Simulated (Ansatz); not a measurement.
## Indium (hcp) across density functionals

All rows: Ansatz, plane waves with scalar-relativistic PAW, 420 eV (500 eV for the SCAN forms), relaxed under each functional, no dispersion correction, no zero-point motion. B₀ comes from uniform scaling at fixed shape; a dash is a value not given.

| functional | V (Å³/atom) | cell | B₀ (GPa) | magnetic state | ΔE to body-centred tetragonal (meV/atom) |
| --- | --- | --- | --- | --- | --- |
| PBE | 27.66 | a = 3.400 Å, c = 5.526 Å (c/a = 1.625) | 34 | spin not included | 6 |
| r²SCAN | 26.43 | a = 3.347 Å, c = 5.449 Å (c/a = 1.628) | 41 | spin not included | 15 |
| PBEsol | 25.69 | a = 3.316 Å, c = 5.394 Å (c/a = 1.626) | 44 | spin not included | 9 |
| LDA | 24.73 | a = 3.273 Å, c = 5.329 Å (c/a = 1.628) | 49 | spin not included | 10 |
| revPBE | 28.65 | a = 3.441 Å, c = 5.586 Å (c/a = 1.623) | 30 | spin not included | 4 |
| BLYP | 31.40 | a = 3.560 Å, c = 5.721 Å (c/a = 1.607) | 22 | spin not included | -2 |

Q: What does RPBE give?

A: V (Å³/atom): 29.04; cell: a = 3.457 Å, c = 5.611 Å (c/a = 1.623); B₀ (GPa): 29; magnetic state: spin not included; ΔE to body-centred tetragonal (meV/atom): 3.
